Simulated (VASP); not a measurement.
# BN (F-43m) in VASP: settings compared

The runs below take BN through relaxation of cell and atoms, with RPBE+D3, RPBE+D3(BJ), RPBE+D4, revPBE+D3, revPBE+D3(BJ).

Program: VASP 6.6.1. These are calculated values, not measurements. Logs are shortened: lines on timing, memory, paths and dates and some standing lists are left out, and cuts for length are marked.

## (1) Starting point

The structure is cubic, space group F-43m (No. 216). Conventional cell: a = 3.626 Å, b = 3.626 Å, c = 3.626 Å, α = 90.00°, β = 90.00°, γ = 90.00°. N (site symmetry -43m) has 4 B at 1.57 Å as nearest neighbours. B (site symmetry -43m) is surrounded by 4 N at 1.57 Å.

The cell is a database's computed one.

## (2) Relaxation of cell and atoms, RPBE+D3

INCAR reads:

```
SYSTEM = BN
ALGO = Normal
EDIFF = 1E-6
EDIFFG = -0.005
ENCUT = 600
GGA = RP
IBRION = 2
ISIF = 3
ISMEAR = -1
IVDW = 11
LASPH = .True.
LCHARG = .False.
LREAL = .False.
LWAVE = .False.
NELM = 60
NSW = 40
PREC = Accurate
SIGMA = 0.05
```

KPOINTS reads:

```
k-points
0
Gamma
  13 13 13
  0 0 0
```

POSCAR reads:

```
BN
1.0
    0.0000000000      1.8130010000      1.8130010000
    1.8130010000      0.0000000000      1.8130010000
    1.8130010000      1.8130010000      0.0000000000
N B
1 1
Direct
    0.2500000000      0.2500000000      0.2500000000
    0.0000000000      0.0000000000      0.0000000000
```

Potentials or basis: VASP PAW PBE potentials, release 64 (N, B).

The run is started by

```
$ cat potpaw_PBE.64/N/POTCAR potpaw_PBE.64/B/POTCAR > POTCAR
$ mpirun -np 1 vasp_std > vasp.out
```

OUTCAR:

```text
SYSTEM = BN
   EDIFF = 1E-6
   EDIFFG = -0.005
   ENCUT = 600
   GGA = RP
   IBRION = 2
   ISIF = 3
   ISMEAR = -1
   IVDW = 11
   LASPH = .True.
   LREAL = .False.
   NELM = 60
   NSW = 40
   PREC = Accurate
 IVDW          = 11

 ion  position               nearest neighbor table
   1  0.250  0.250  0.250-   2 1.57   2 1.57   2 1.57   2 1.57
   2  0.000  0.000  0.000-   1 1.57   1 1.57   1 1.57   1 1.57

  LATTYP: Found a face centered cubic cell.
 ALAT       =     3.6260020000

  Lattice vectors:

 A1 = (   0.0000000000,   1.8130010000,   1.8130010000)
 A2 = (   1.8130010000,   0.0000000000,   1.8130010000)
 A3 = (   1.8130010000,   1.8130010000,   0.0000000000)

Analysis of symmetry for initial positions (statically):
=====================================================================
 Subroutine PRICEL returns:
 Original cell was already a primitive cell.

 Routine SETGRP: Setting up the symmetry group for a
 face centered cubic supercell.

 Subroutine GETGRP returns: Found 24 space group operations
 (whereof 24 operations were pure point group operations)
 out of a pool of 48 trial point group operations.

The static configuration has the point symmetry T_d .

Analysis of symmetry for dynamics (positions and initial velocities):
=====================================================================
 Subroutine PRICEL returns:
 Original cell was already a primitive cell.

 Routine SETGRP: Setting up the symmetry group for a
 face centered cubic supercell.

 Subroutine GETGRP returns: Found 24 space group operations
 (whereof 24 operations were pure point group operations)
 out of a pool of 48 trial point group operations.

The dynamic configuration has the point symmetry T_d .

 Subroutine INISYM returns: Found 24 space group operations
 (whereof 24 operations are pure point group operations),
 and found     1 'primitive' translations

----------------------------------------------------------------------------------------

                                     Primitive cell

  volume of cell :      11.9186

  direct lattice vectors                    reciprocal lattice vectors
     0.000000000  1.813001000  1.813001000    -0.275785838  0.275785838  0.275785838
     1.813001000  0.000000000  1.813001000     0.275785838 -0.275785838  0.275785838
     1.813001000  1.813001000  0.000000000     0.275785838  0.275785838 -0.275785838

  length of vectors
     2.563970603  2.563970603  2.563970603     0.477675083  0.477675083  0.477675083

  position of ions in fractional coordinates (direct lattice)
     0.250000000  0.250000000  0.250000000
     0.000000000  0.000000000  0.000000000

  ion indices of the primitive-cell ions
   primitive index   ion index
                 1           1
                 2           2

----------------------------------------------------------------------------------------

 KPOINTS: k-points

Automatic generation of k-mesh.
 Grid dimensions read from file:
 generate k-points for:   13   13   13

 Generating k-lattice:

  Cartesian coordinates                     Fractional coordinates (reciprocal lattice)
    -0.021214295  0.021214295  0.021214295     0.076923077  0.000000000  0.000000000
     0.021214295 -0.021214295  0.021214295     0.000000000  0.076923077  0.000000000
     0.021214295  0.021214295 -0.021214295     0.000000000  0.000000000  0.076923077

  Length of vectors
     0.036744237  0.036744237  0.036744237

  Shift w.r.t. Gamma in fractional coordinates (k-lattice)
     0.000000000  0.000000000  0.000000000

 Subroutine IBZKPT returns following result:
 ===========================================

 Found     84 irreducible k-points:

 Following reciprocal coordinates:
            Coordinates               Weight
  0.000000  0.000000  0.000000      1.000000
  0.076923  0.000000  0.000000      8.000000
  0.153846  0.000000  0.000000      8.000000
  0.230769  0.000000  0.000000      8.000000
  0.307692  0.000000  0.000000      8.000000
  0.384615  0.000000  0.000000      8.000000
[... 16 lines left out ...]
  0.384615  0.153846  0.000000     24.000000
  0.461538  0.153846  0.000000     24.000000
 [... further k-points ...]
   k-points           NKPTS =     84   k-points in BZ     NKDIM =     84   number of bands    NBANDS=      8
   number of dos      NEDOS =    301   number of ions     NIONS =      2
   total plane-waves  NPLWV =   8000
   dimension x,y,z NGX =    20 NGY =   20 NGZ =   20
   dimension x,y,z NGXF=    40 NGYF=   40 NGZF=   40
   ions per type =               1   1
   NGX,Y,Z   is equivalent  to a cutoff of  12.97, 12.97, 12.97 a.u.
   NGXF,Y,Z  is equivalent  to a cutoff of  25.94, 25.94, 25.94 a.u.
 SYSTEM =  BN
   PREC   = accura    normal or accurate (medium, high low for compatibility)
   ISTART =      0    job   : 0-new  1-cont  2-samecut
   ICHARG =      2    charge: 1-file 2-atom 10-const
   ISPIN  =      1    spin polarized calculation?
   LNONCOLLINEAR =      F non collinear calculations
   LSORBIT =      F    spin-orbit coupling
   LASPH  =      T    aspherical Exc in radial PAW
   ENCUT  =  600.0 eV  44.10 Ry    6.64 a.u.   5.12  5.12  5.12*2*pi/ulx,y,z
   NELM   =     60;   NELMIN=  2; NELMDL= -5     # of ELM steps
   EDIFF  = 0.1E-05   stopping-criterion for ELM
   LREAL  =      F    real-space projection
   EDIFFG = -.5E-02   stopping-criterion for IOM
   NSW    =     40    number of steps for IOM
   IBRION =      2    ionic relax: 0-MD 1-quasi-New 2-CG
   NFREE  =      1    steps in history (QN), initial steepest desc. (CG)
   ISIF   =      3    stress and relaxation
   ISYM   =      2    0-nonsym 1-usesym 2-fastsym
   POTIM  = 0.5000    time-step for ionic-motion
   TEBEG  =    0.0;   TEEND  =   0.0 temperature during run
   PSTRESS=    0.0 pullay stress
   NELECT =       8.0000    total number of electrons
   NUPDOWN=      -1.0000    fix difference up-down
   EMIN   =  10.00;   EMAX   =-10.00  energy-range for DOS
   EFERMI =   0.00;   METHOD = LEGACY
   ISMEAR =    -1;   SIGMA  =   0.05  broadening in eV -4-tet -1-fermi 0-gaus
   EFERMI_NEDOS =   21; number of points for ismear=-14 and -15
   IALGO  =     38    algorithm
   IMIX   =      4    mixing-type and parameters
     AMIX     =   0.40;   BMIX     =  1.00
     AMIX_MAG =   1.60;   BMIX_MAG =  1.00
  volume/ion in A,a.u.               =       5.96        40.22
  Fermi-wavevector in a.u.,A,eV,Ry     =   1.433387  2.708709 27.954506  2.054598
  Thomas-Fermi vector in A             =   2.552911
   LORBIT       =      0    0 simple, 1 ext, 2 COOP (PROOUT), +10 PAW based schemes
   GGA     = RP    functional components
   LHFCALC =     F    Hartree Fock is set to
   AEXX    =    0.0000 exact exchange contribution
   IVDW    =    11    specifies the selected vdW correction
   LEPSILON=     F    determine dielectric tensor
   LRPA    =     F    only Hartree local field effects (RPA)
 conjugate gradient relaxation of ions
 non-spin polarized calculation
  energy-cutoff  :      600.00
  volume of cell :       11.92
 maximum number of plane-waves:       411
   NGX = 11   NGY = 11   NGZ = 11

--------------------------------------- Ionic step        1  -------------------------------------------

 number of electron       7.9999999 magnetization

 Free energy of the ion-electron system (eV)
  ---------------------------------------------------
  ext. energy  EPLUGINS =         0.00000000
  ---------------------------------------------------
  free energy    TOTEN  =       -16.62677404 eV

  energy without entropy =      -16.62677404  energy(sigma->0) =      -16.62677404

------------------------ aborting loop because EDIFF is reached ----------------------------------------

 Edisp (eV)   -0.54699

 E8    (eV) :    -0.0859

  FORCE on cell =-STRESS in cart. coord.  units (eV):
  Direction    XX          YY          ZZ          XY          YZ          ZX
  --------------------------------------------------------------------------------------
  -------------------------------------------------------------------------------------
  Total      -0.07495    -0.07495    -0.07495     0.00000    -0.00000     0.00000
  in kB     -10.07593   -10.07593   -10.07593     0.00000    -0.00000     0.00000
  external pressure =      -10.08 kB  Pullay stress =        0.00 kB

 VOLUME and BASIS-vectors are now :
 -----------------------------------------------------------------------------
  energy-cutoff  :      600.00
  volume of cell :       11.92
      direct lattice vectors                 reciprocal lattice vectors
     0.000000000  1.813001000  1.813001000    -0.275785838  0.275785838  0.275785838
     1.813001000  0.000000000  1.813001000     0.275785838 -0.275785838  0.275785838
     1.813001000  1.813001000  0.000000000     0.275785838  0.275785838 -0.275785838
[... 41 lines left out ...]
 POSITION                                       TOTAL-FORCE (eV/Angst)
 -----------------------------------------------------------------------------------
      0.90486      0.90486      0.90486         0.000000      0.000000      0.000000
      1.80972      0.00000      1.80972        -0.000000     -0.000000     -0.000000
 -----------------------------------------------------------------------------------
    total drift:                                0.000000      0.000000      0.000000

  FREE ENERGIE OF THE ION-ELECTRON SYSTEM (eV)
  ---------------------------------------------------
  free  energy   TOTEN  =       -17.1737659791 eV

  energy  without entropy=      -17.1737659790  energy(sigma->0) =      -17.17376598

--------------------------------------- Ionic step        3  -------------------------------------------

 number of electron       7.9999999 magnetization

 Free energy of the ion-electron system (eV)
  ---------------------------------------------------
  ext. energy  EPLUGINS =         0.00000000
  ---------------------------------------------------
  free energy    TOTEN  =       -16.62556623 eV

  energy without entropy =      -16.62556623  energy(sigma->0) =      -16.62556623

 E-fermi :   8.4489     XC(G=0): -12.6965

 val. band max:        7.4391510610   @ k =   0.0000   0.0000   0.0000
 cond. band min:      11.9954359961   @ k =   0.4615   0.4615   0.0000
 fundamental gap:      4.5562849351
 Fermi energy:         8.4489121358

 k-point     1 :       0.0000    0.0000    0.0000
  band No.  band energies     occupation
      1     -12.7869      2.00000
      2       7.4392      2.00000
      3       7.4392      2.00000
      4       7.4392      2.00000
      5      16.2836      0.00000
      6      16.2836      0.00000
      7      16.2836      0.00000
      8      17.6799      0.00000

 k-point     2 :       0.0769    0.0000    0.0000
  band No.  band energies     occupation
      1     -12.6436      2.00000
      2       6.6522      2.00000
      3       7.2853      2.00000
      4       7.2853      2.00000
      5      16.4573      0.00000
      6      16.5181      0.00000
      7      16.5181      0.00000
      8      18.1749      0.00000
[... 221 lines left out ...]
 k-point    23 :       0.3846    0.1538    0.0000
  band No.  band energies     occupation
      1      -9.8233      2.00000
      2      -0.0994      2.00000
      3       4.6629      2.00000
      4       4.7374      2.00000
      5      16.0265      0.00000
      6      19.5418      0.00000
      7      20.1030      0.00000
      8      20.9864      0.00000

 k-point    24 :       0.4615    0.1538    0.0000
  band No.  band energies     occupation
      1      -8.8478      2.00000
      2      -1.7954      2.00000
      3       4.1844      2.00000
      4       4.6294      2.00000
      5      16.3421      0.00000
      6      19.5166      0.00000
      7      19.9703      0.00000
      8      22.1202      0.00000

 [... further k-points ...]

------------------------ aborting loop because EDIFF is reached ----------------------------------------

 Edisp (eV)   -0.54830

 E8    (eV) :    -0.0860

  FORCE on cell =-STRESS in cart. coord.  units (eV):
  Direction    XX          YY          ZZ          XY          YZ          ZX
  --------------------------------------------------------------------------------------
  -------------------------------------------------------------------------------------
  Total       0.00102     0.00102     0.00102    -0.00000     0.00000    -0.00000
  in kB       0.13784     0.13784     0.13784    -0.00000     0.00000    -0.00000
  external pressure =        0.14 kB  Pullay stress =        0.00 kB

 VOLUME and BASIS-vectors are now :
 -----------------------------------------------------------------------------
  energy-cutoff  :      600.00
  volume of cell :       11.89
      direct lattice vectors                 reciprocal lattice vectors
    -0.000000000  1.811348788  1.811348788    -0.276037395  0.276037395  0.276037395
     1.811348788  0.000000000  1.811348788     0.276037395 -0.276037395  0.276037395
     1.811348788  1.811348788  0.000000000     0.276037395  0.276037395 -0.276037395

 POSITION                                       TOTAL-FORCE (eV/Angst)
 -----------------------------------------------------------------------------------
      0.90567      0.90567      0.90567         0.000000      0.000000      0.000000
      0.00000      0.00000      0.00000        -0.000000     -0.000000     -0.000000
 -----------------------------------------------------------------------------------
    total drift:                                0.000000      0.000000      0.000000

  FREE ENERGIE OF THE ION-ELECTRON SYSTEM (eV)
  ---------------------------------------------------
  free  energy   TOTEN  =       -17.1738696759 eV

  energy  without entropy=      -17.1738696759  energy(sigma->0) =      -17.17386968

 reached required accuracy - stopping structural energy minimisation
```

Run time: 11 s. Hardware: 1 thread of Intel Xeon Platinum 8375C at 2.90GHz (Ice Lake), shared host; peak memory 0.14 GiB.

What came out:

```
Free energy                            : -17.1739 eV
Relaxed volume                         : 5.94 Å³/atom
Relaxed cell                           : a = 2.562 Å, b = 2.562 Å, c = 2.562 Å, α = 60.00°, β = 60.00°, γ = 60.00°
Space group after relaxing (to 0.05 Å) : F-43m (No. 216)
Energy gained by relaxing              : 0.1 meV/atom
Ionic steps                            : 3
Pressure after relaxing                : 0.0 GPa
Band gap on the k mesh                 : 4.56 eV, indirect (least direct gap 8.84 eV)
Dispersion energy per atom             : -0.274 eV
```

The path:
```
step  energy change (eV)  largest force (eV/Å)  pressure (GPa)  volume (Å³)
   1              0.0000                0.0000           -1.01        11.92
   2              0.0000                0.0000            1.04        11.85
   3             -0.0001                0.0000            0.01        11.89
```

Final structure:
```
N B
1.0
     0.00000    1.81135    1.81135
     1.81135    0.00000    1.81135
     1.81135    1.81135    0.00000
N B
1 1
Cartesian
  0.9057 0.9057 0.9057
  0.0000 0.0000 0.0000
```

Levels at points of the mesh, in eV from the valence-band top:
| k point | band 1 | band 2 | band 3 | band 4 | band 5 | band 6 | band 7 | band 8 |
| --- | --- | --- | --- | --- | --- | --- | --- | --- |
| (0.00, 0.00, 0.00) | -20.23 | 0.00 | 0.00 | 0.00 | 8.84 | 8.84 | 8.84 | 10.24 |

Caveat: the PAW data sets were made with another functional, which shifts forces and pressure a little; an odd mesh through Γ misses points on the zone boundary, where band edges often lie.

## (3) Relaxation of cell and atoms, RPBE+D3(BJ)

INCAR reads:

```
PREC = Accurate ; ENCUT = 600
EDIFF = 1E-6 ; ISMEAR = -1
SIGMA = 0.05 ; LREAL = False
LASPH = True ; NELM = 60
ALGO = Normal ; ISIF = 3
LWAVE = False ; LCHARG = False
GGA = RP ; IVDW = 12
IBRION = 2 ; NSW = 60
EDIFFG = -0.02
```

KPOINTS reads:

```
regular mesh
0
Gamma
  13 13 13
```

POSCAR is that of step 2.

Potentials or basis: VASP PAW PBE potentials, release 64 (N, B).

The run is started by

```
$ cat potpaw_PBE.64/N/POTCAR potpaw_PBE.64/B/POTCAR > POTCAR
$ mpirun -np 1 vasp_std > vasp.out
```

Wall time 13 s (1 thread of Intel Xeon Platinum 8375C at 2.90GHz (Ice Lake), shared host); peak memory 0.14 GiB.

The run converged. Its results:

- Free energy: -17.9404 eV
- Relaxed volume: 5.73 Å³/atom
- Relaxed cell: a = 2.531 Å, b = 2.531 Å, c = 2.531 Å, α = 60.00°, β = 60.00°, γ = 60.00°
- Space group after relaxing (to 0.05 Å): F-43m (No. 216)
- Energy gained by relaxing: 10.4 meV/atom
- Ionic steps: 3
- Pressure after relaxing: -0.1 GPa
- Band gap on the k mesh: 4.59 eV, indirect (least direct gap 9.01 eV)
- Dispersion energy per atom: -0.675 eV

Step by step:
| step | energy change (eV) | largest force (eV/Å) | pressure (GPa) | volume (Å³) |
| --- | --- | --- | --- | --- |
| 1 | 0.0000 | 0.0000 | -14.31 | 11.92 |
| 2 | 0.0015 | 0.0000 | 16.76 | 11.02 |
| 3 | -0.0209 | 0.0000 | -0.09 | 11.47 |

Final structure:
```
N B
1.0
     0.00000    1.78986    1.78986
     1.78986    0.00000    1.78986
     1.78986    1.78986    0.00000
N B
1 1
Direct
  0.25000 0.25000 0.25000
  0.00000 0.00000 0.00000
```

Levels at points of the mesh, in eV from the valence-band top:
| k point | band 1 | band 2 | band 3 | band 4 | band 5 | band 6 | band 7 | band 8 |
| --- | --- | --- | --- | --- | --- | --- | --- | --- |
| (0.00, 0.00, 0.00) | -20.64 | 0.00 | 0.00 | 0.00 | 9.01 | 9.01 | 9.01 | 10.83 |

Caveat: the PAW data sets were made with another functional, which shifts forces and pressure a little; an odd mesh through Γ misses points on the zone boundary, where band edges often lie.

## (4) Relaxation of cell and atoms, RPBE+D4

INCAR reads:

```
ALGO     = Normal         # electronic algorithm
EDIFF    = 1E-7           # SCF threshold, eV
EDIFFG   = -0.01          # ionic threshold
ENCUT    = 600            # plane-wave cutoff, eV
GGA      = RP             # functional
IBRION   = 2              # ionic algorithm
ISIF     = 3              # what is computed and relaxed
ISMEAR   = -1             # smearing method
IVDW     = 13             # dispersion correction
LASPH    = T              # aspherical terms in the spheres
LCHARG   = F              # write CHGCAR
LREAL    = F              # projectors in reciprocal space
LWAVE    = F              # write WAVECAR
NELM     = 60             # most SCF steps
NSW      = 60             # ionic steps
PREC     = Accurate       # precision mode
SIGMA    = 0.05           # smearing width, eV
```

KPOINTS reads:

```
k-points
0
Gamma
  13 13 13
```

POSCAR is that of step 3.

The run is started by

```
$ cat potpaw_PBE.64/N/POTCAR potpaw_PBE.64/B/POTCAR > POTCAR
$ mpirun -np 1 vasp_std > vasp.out
```

It took 21 s on 1 thread of Intel Xeon Platinum 8375C at 2.90GHz (Ice Lake), shared host; peak memory 0.12 GiB.

It converged, with:

| Property | Result |
| --- | --- |
| Free energy | -17.8017 eV |
| Relaxed volume | 5.81 Å³/atom |
| Relaxed cell | a = 2.543 Å, b = 2.543 Å, c = 2.543 Å, α = 60.00°, β = 60.00°, γ = 60.00° |
| Space group after relaxing (to 0.05 Å) | F-43m (No. 216) |
| Energy gained by relaxing | 4.5 meV/atom |
| Ionic steps | 3 |
| Pressure after relaxing | 0.0 GPa |
| Band gap on the k mesh | 4.58 eV, indirect (least direct gap 8.95 eV) |
| Dispersion energy per atom | -0.597 eV |

The path:
```csv
step,energy change (eV),largest force (eV/Å),pressure (GPa),volume (Å³)
1,0.0000,0.0000,-9.56,11.92
2,0.0013,0.0000,11.24,11.32
3,-0.0091,0.0000,-0.03,11.62
```

Final structure:
```yaml
crystal:
  lattice:
    - [0.00000, 1.79782, 1.79782]
    - [1.79782, 0.00000, 1.79782]
    - [1.79782, 1.79782, 0.00000]
  atoms:
    - { symbol: N, position: [0.25000, 0.25000, 0.25000] }
    - { symbol: B, position: [0.00000, 0.00000, 0.00000] }
```

Levels at points of the mesh, in eV from the valence-band top:
```
           k point  band 1  band 2  band 3  band 4  band 5  band 6  band 7  band 8
(0.00, 0.00, 0.00)  -20.48    0.00    0.00    0.00    8.95    8.95    8.95   10.61
```

Caveat: the PAW data sets were made with another functional, which shifts forces and pressure a little; an odd mesh through Γ misses points on the zone boundary, where band edges often lie.

[end of part 1 of 2]
